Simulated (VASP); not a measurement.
# La, relaxation of the cell: which settings are enough?

La, P-1 (no. 2), 2 atoms in the cell. PBE, relaxation of the cell; PAW potentials La (PBE set). VASP 6.6.1.

Wanted: cell lengths a, b, c within 0.2 %; volume within 0.4 %.

The series start from Relaxations run in a row: 2; Cutoff ENCUT (eV): 300; Force threshold EDIFFG (eV/Å): -0.01; Relaxation method: conjugate gradient, POTIM 0.5; Precision mode: Accurate. Each series keeps the choices made before it, and each single choice may use up half of a tolerance. Times cover all steps of a run.

## Relaxations run in a row

| Relaxations run in a row | Cell lengths a, b, c, largest deviation against the largest value | Volume (Å³/atom) | Time (s) |
|---|---|---|---|
| 1 | 0.066 % | 37.74 | 139 |
| 2 | 0 % | 37.68 | 264 |
| 3 (reference) | 0 % | 37.68 | 201 |

Chosen: 1, the loosest value from which every tighter one stays within half of the tolerance.

## Cutoff ENCUT (eV)

| Cutoff ENCUT (eV) | Cell lengths a, b, c, largest deviation against the largest value | Volume (Å³/atom) | Time (s) |
|---|---|---|---|
| 200 | 0.33 % | 37.49 | 69 |
| 250 | 0.24 % | 37.56 | 97 |
| 300 | 0.24 % | 37.74 | 139 |
| 350 | 0.015 % | 37.89 | 142 |
| 400 | 0.0068 % | 37.91 | 206 |
| 450 (reference) | 0 % | 37.91 | 268 |

Chosen: 350.

## Force threshold EDIFFG (eV/Å)

| Force threshold EDIFFG (eV/Å) | Cell lengths a, b, c, largest deviation against the largest value | Volume (Å³/atom) | Time (s) |
|---|---|---|---|
| -0.05 | 0.59 % | 37.82 | 99 |
| -0.02 | 0.32 % | 37.83 | 142 |
| -0.01 | 0.26 % | 37.89 | 142 |
| -0.005 | 0.072 % | 37.88 | 251 |
| -0.002 (reference) | 0 % | 37.88 | 365 |

Chosen: -0.005.

## Relaxation method

| Relaxation method | Cell lengths a, b, c, largest deviation against the largest value | Volume (Å³/atom) | Time (s) |
|---|---|---|---|
| conjugate gradient, POTIM 0.5 | 0 % | 37.88 | 251 |
| conjugate gradient, POTIM 0.2 | 0.03 % | 37.89 | 255 |
| conjugate gradient, POTIM 1.0 | 0.0063 % | 37.88 | 215 |
| quasi-Newton, POTIM 0.5 | 0.036 % | 37.88 | 189 |
| quasi-Newton, POTIM 0.5, at least 5 electronic steps | 0.055 % | 37.88 | 193 |
| velocity quench, POTIM 0.1 | 0.038 % | 37.87 | 312 |

Chosen: conjugate gradient, POTIM 0.5; no other choice that stays within half of the tolerance saves 30 % of the time.

## Precision mode

| Precision mode | Cell lengths a, b, c, largest deviation against the largest value | Volume (Å³/atom) | Time (s) |
|---|---|---|---|
| Accurate | 0 % | 37.88 | 251 |
| Normal | 0.099 % | 37.89 | 233 |
| High | 0.0079 % | 37.88 | 220 |

Chosen: Accurate.

## All choices together

| Input | Cell lengths a, b, c, largest deviation against the largest value | Volume (Å³/atom) | Time (s) |
|---|---|---|---|
| EDIFF and PREC left to the program (naive) | 0.26 % | 37.7 | 228 |
| chosen settings | 0.09 % | 37.88 | 251 |
| reference settings throughout | 0 % | 37.91 | 642 |

The tolerance is met.

Values of the reference run: Cell lengths a, b, c: 3.809, 3.794, 6.049 Å.

## The input

INCAR.step1:
```
SYSTEM = La
PREC = Accurate
ENCUT = 350
EDIFF = 1E-7
ISMEAR = 1
SIGMA = 0.1
LREAL = .False.
LASPH = .True.
NELM = 100
ALGO = Normal
LWAVE = .False.
LCHARG = .False.
IBRION = 2
NSW = 60
ISIF = 3
EDIFFG = -0.005
POTIM = 0.5
KPAR = 8
```

INCAR.step2, as INCAR.step1 but for:
```
- IBRION = 2
- NSW = 60
- ISIF = 3
- EDIFFG = -0.005
- POTIM = 0.5
+ NSW = 0
+ ISIF = 2
```

KPOINTS:
```
k-points
0
Gamma
  9 9 5
```

POSCAR.step1:
```
La
1.0
    3.8394040000     -0.0110470000     -0.0047380000
   -1.9292690000      3.3527880000      0.0227830000
   -0.0076690000      0.0381550000      6.2161260000
La
2
Direct
    0.6740590000      0.3328870000      0.7496690000
    0.3259410000      0.6671130000      0.2503310000
```

POSCAR.step2:
```
La
1.0
    3.8039824003      0.0138731393      0.0004500228
   -1.8898838395      3.2845440088     -0.0004064332
    0.0007889941      0.0001549511      6.0503370684
La
2
Direct
    0.6735689768      0.3340343914      0.7500404003
    0.3264310232      0.6659656086      0.2499595997
```

Commands (each step's output is kept before the next begins):
```
cat potpaw_PBE.64/La/POTCAR > POTCAR
cp INCAR.step1 INCAR
cp POSCAR.step1 POSCAR
mpirun -np 8 vasp_std > vasp.out
cp CONTCAR POSCAR
cp INCAR.step2 INCAR
cp POSCAR.step2 POSCAR
mpirun -np 8 vasp_std > vasp.out
```

Limits: the start was distorted on purpose (volume up by 6 %, random strain, atoms moved at random), so the space group given is the start's and not the crystal's.

The chosen input took VASP 6.6.1 251 s on 8 cores (Intel Xeon Platinum 8259CL @ 2.50GHz (Skylake/Cascade Lake)), a shared host.

## An input that fails: cell relaxed at a low cutoff

It runs to its end, but against the unchanged starting input it is off by 0.33 % in the cell lengths a, b, c, 1.1 % in the volume.

Changes against the starting input:
```
(all steps)
- PREC = Accurate
- ENCUT = 300
+ PREC = Low
+ ENCUT = 200
(POSCAR.step3)
-    3.7937291013      0.0131457543     -0.0005216191
-   -1.8853975677      3.2787193942      0.0005635486
-   -0.0007647398      0.0010503296      6.0467543531
+    3.7741639785      0.0131476807     -0.0017658409
+   -1.8756189523      3.2613953748      0.0055636629
+   -0.0027783201      0.0091031347      6.0415267637
-    0.6735830756      0.3333401214      0.7499420016
-    0.3264169244      0.6666598786      0.2500579984
+    0.6736592323      0.3329456927      0.7498561234
+    0.3263407677      0.6670543073      0.2501438766
```
